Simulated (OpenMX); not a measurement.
Runs of OpenMX 3.8.5 on Si. The structure is hexagonal, space group P6_3/mmc (No. 194). The conventional cell has a = 3.831 Å, b = 3.831 Å, c = 6.333 Å, α = 90.00°, β = 90.00°, γ = 120.00°. Si (site symmetry 3m) is surrounded by 4 Si at 2.35 to 2.37 Å. This isn't the form of Si at room conditions, which is diamond.

```csv
level,gap on the mesh (eV),pressure (GPa),largest force (eV/Å)
PBE+D4,0.62,-0.7,0.01
PBE+D3(BJ),0.62,-0.5,0.01
PBE,0.62,1.9,0.01
PBE+D3,0.62,(a),0.01
```

Alike in all rows: task single point; potentials or basis OpenMX 2013 PBE set, Si7.0-s2p2d1, grid cutoff 300 Ry; no spin polarisation; cell as given; k mesh 7 × 7 × 3; smearing fermi-dirac 0.05 eV.

Problem. Fill in the values left out.

Solution. (a) 1.1.

Caveats: an odd mesh through Γ misses points on the zone boundary, where band edges often lie; the basis of atomic orbitals isn't converged, which shifts pressures, moduli and gaps.
